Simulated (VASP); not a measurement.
Crystal: SiC.

```
CELL_PARAMETERS angstrom
0.00000 2.17900 2.17900
2.17900 0.00000 2.17900
2.17900 2.17900 0.00000
ATOMIC_POSITIONS crystal
Si 0.00000 0.00000 0.00000
C 0.25000 0.25000 0.25000
```

Base run:

- Program: VASP 6.6.1
- Functional: PBEsol
- Potentials or basis: VASP PAW PBE potentials, release 64 (Si, C)
- Cutoff: 520 eV
- k mesh: 6 × 6 × 6
- Occupations: gaussian, width 0.03 eV
- Spin: no spin polarisation

Its results: band gap on the k mesh 1.23 eV, indirect (least direct gap 4.44 eV); pressure 0.2 GPa.

**Question.** The run is repeated on the same cell with these changes: functional from PBEsol to PBE0. What comes out?

**Answer.** Band gap on the k mesh 2.96 eV, indirect (least direct gap 6.48 eV); pressure -2.0 GPa.

PBE0 gives the wider gap, since exact exchange removes part of the self-interaction.

Caveats: the PAW data sets were made with another functional, which shifts forces and pressure a little.
